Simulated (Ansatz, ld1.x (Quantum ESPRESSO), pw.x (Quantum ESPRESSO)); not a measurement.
**From atom to crystal: TM potential for rubidium**

| Item | Value |
| --- | --- |
| Element | rubidium |
| Generator | ld1.x (Quantum ESPRESSO) 7.5 |
| Type | norm-conserving Troullier–Martins (Kleinman–Bylander form) |
| Functional | PBE |
| Relativity | scalar-relativistic |
| Frozen core | [Kr] |
| Valence charge | 1 |
| Reference configuration | 5s1 5p0 |
| Partial waves | 5s (bound): rc 4.20 bohr; 5p (bound, empty): rc 4.20 bohr; 4d channel at 0.1 Ry: rc 4.30 bohr |
| Local potential | all-electron potential smoothed inside 4.80 bohr (lloc = -1) |
| Core correction | none |

Atomic tests: cutoffs needed: 6 Ry and 6 Ry (the cutoffs (Ry, on a coarse ladder) from which the occupation-weighted sum of valence levels, in a spherical-Bessel basis at the reference potential, stays within 10 and 1 mRy of its value at 400 Ry); ghost test: no extra level below or beside the all-electron valence levels (s, p, d, f tested) (spherical-Bessel basis up to 400 Ry, 20 bohr box); largest excitation error: +79 meV (all-electron minus pseudo) for 5s0 5p1, out of 2 test configurations.

Crystal test: diamond Rb in pw.x 7.5, no spin, 8³ k-points, Fermi–Dirac smearing 0.01 Ry, cutoffs 35/140 Ry. The reference is all-electron LAPW (Ansatz 0.2.0) with the same functional, mesh and smearing; V0 and B0 come from Birch–Murnaghan fits to the pressures at five volumes. Errors are pseudo minus all-electron; Δ is the rms difference of the E(V) curves that follow from these fits, minima aligned, over ±6 % about the mean V0. Mesh and smearing are coarse, so the numbers serve the comparison and aren't converged zero-temperature values; the lattice is a test structure that the element need not adopt.

| V (Å³/atom) | P all-electron (GPa) | P pseudo (GPa) |
| --- | --- | --- |
| 134.625 | 0.05 | 0.07 |
| 138.168 | 0.02 | 0.04 |
| 141.711 | -0.00 | 0.02 |
| 145.254 | -0.02 | -0.00 |
| 148.797 | -0.04 | -0.02 |

All-electron: a0 = 10.418 Å (V0 = 141.33 Å³/atom), B0 = 0.9 GPa.

Pseudopotential: mean pressure error (GPa): +0.02; a0 (Å): 10.496; a0 error (%): +0.75; B0 error (%): -11.2; Δ (meV/atom): 0.6. The largest radius (4.80 bohr) exceeds half the bond length (4.27 bohr), so the spheres overlap, which is one possible source of error among others. This is a poor potential for the solid. The logarithmic derivative shows an extra or strongly shifted pseudo pole above the reference energy (p near 1.42 Ry).

**Question.** At the middle volume, how do free energy and pressure move when the wave cutoff is lowered (ecutrho kept at four times it)?

**Answer.**

```csv
cutoff (Ry),shift of F (meV/atom),shift of P (GPa)
16,+0.0,+0.00
21,+0.0,+0.00
28,+0.0,+0.00
```

Input at the middle volume:

```
&control
  calculation='scf', prefix='x', pseudo_dir='./', outdir='./tmp', tstress=.true., disk_io='none'
/
&system
  ibrav=0, nat=2, ntyp=1, ecutwfc=35, ecutrho=140, nbnd=8,
  occupations='smearing', smearing='fd', degauss=0.01
/
&electrons
  conv_thr=1e-09, mixing_beta=0.4, electron_maxstep=70
/
ATOMIC_SPECIES
Rb 1.0 Rb.UPF
CELL_PARAMETERS angstrom
  0.00000000 5.21356174 5.21356174
  5.21356174 0.00000000 5.21356174
  5.21356174 5.21356174 0.00000000
ATOMIC_POSITIONS crystal
Rb 0.0000 0.0000 0.0000
Rb 0.2500 0.2500 0.2500
K_POINTS automatic
8 8 8 0 0 0
```

```bash
pw.x < Rb.scf.in > Rb.scf.out
```

Lines of the output:

```
Message from routine setup:
     using ibrav=0 with symmetry is DISCOURAGED, use correct ibrav instead
     lattice parameter (alat)  =      13.9331  a.u.
     unit-cell volume          =    1912.6265 (a.u.)^3
     number of electrons       =         2.00
     number of Kohn-Sham states=            8
     kinetic-energy cutoff     =      35.0000  Ry
     charge density cutoff     =     140.0000  Ry
     scf convergence threshold =      1.0E-09
     Exchange-correlation= PBE
     number of k points=    29  Fermi-Dirac smearing, width (Ry)=  0.0100
     iteration #  1     ecut=    35.00 Ry     beta= 0.40
     c_bands:  2 eigenvalues not converged
     total energy              =      -0.67201524 Ry
     estimated scf accuracy    <       0.00040065 Ry
     iteration #  2     ecut=    35.00 Ry     beta= 0.40
     total energy              =      -0.67218628 Ry
     estimated scf accuracy    <       0.00015691 Ry
     iteration #  3     ecut=    35.00 Ry     beta= 0.40
     total energy              =      -0.67221171 Ry
     estimated scf accuracy    <       0.00000016 Ry
     iteration #  4     ecut=    35.00 Ry     beta= 0.40
     total energy              =      -0.67221543 Ry
     estimated scf accuracy    <       0.00000011 Ry
     iteration #  5     ecut=    35.00 Ry     beta= 0.40
     total energy              =      -0.67221588 Ry
     estimated scf accuracy    <       0.00000015 Ry
     iteration #  6     ecut=    35.00 Ry     beta= 0.40
     total energy              =      -0.67221595 Ry
     estimated scf accuracy    <          6.9E-09 Ry
     iteration #  7     ecut=    35.00 Ry     beta= 0.40
     total energy              =      -0.67221595 Ry
     estimated scf accuracy    <          3.7E-09 Ry
     iteration #  8     ecut=    35.00 Ry     beta= 0.40
     total energy              =      -0.67221596 Ry
     estimated scf accuracy    <          2.4E-09 Ry
     iteration #  9     ecut=    35.00 Ry     beta= 0.40
     the Fermi energy is    -0.9854 ev
!    total energy              =      -0.67221596 Ry
     estimated scf accuracy    <          2.2E-10 Ry
     smearing contrib. (-TS)   =      -0.00773645 Ry
     The total energy is F=E-TS. E is the sum of the following terms:
     one-electron contribution =       0.28665465 Ry
     hartree contribution      =       0.00932973 Ry
     xc contribution           =      -0.41370315 Ry
     ewald contribution        =      -0.54676074 Ry
     convergence has been achieved in   9 iterations
          total   stress  (Ry/bohr**3)                   (kbar)     P=        0.17
     Message from routine punch:
     Nothing written, as per user request (disk_io='none')
```

The run at the middle volume (29 k-points, 9 iterations) took about 21 s on one core of a shared host (Intel(R) Xeon(R) 6975P-C, 192 threads, 378 GiB, load 58).
